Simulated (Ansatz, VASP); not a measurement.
# Two plane-wave programs on KBr

```
K Br
1.0
     4.04350    0.00000    0.00000
     0.00000    4.04350    0.00000
     0.00000    0.00000    4.04350
K Br
1 1
Direct
  0.00000 0.00000 0.00000
  0.50000 0.50000 0.50000
```

Alike in both runs: functional PBE; k mesh 6 × 6 × 6; occupations gaussian, width 0.02 eV; no spin polarisation.

Ansatz relaxed the structure, and its values are those at the end. VASP's run is a single point on that final structure, the one shown.

|  | VASP | Ansatz |
| --- | --- | --- |
| version | VASP 6.6.1 | Ansatz 0.2.0 |
| potentials or method | VASP PAW PBE potentials, release 64 (K_sv, Br) | scalar-relativistic, plane waves, PAW |
| plane-wave cutoff (eV) | 520 | 420 |
| valence electrons in the cell | 16 | 16 |

|  | VASP | Ansatz | Ansatz less VASP |
| --- | --- | --- | --- |
| gap on the k mesh at the Fermi level (eV) | 3.86 | 3.86 | +0.001 |
| least direct gap on the mesh (eV) | 4.12 | 4.12 | 0.000 |
| pressure (GPa) | 0.0 | 0.0 | -0.04 |

A k mesh can miss the band edges. A hybrid or GW would open this gap; PBE tends to underestimate it.
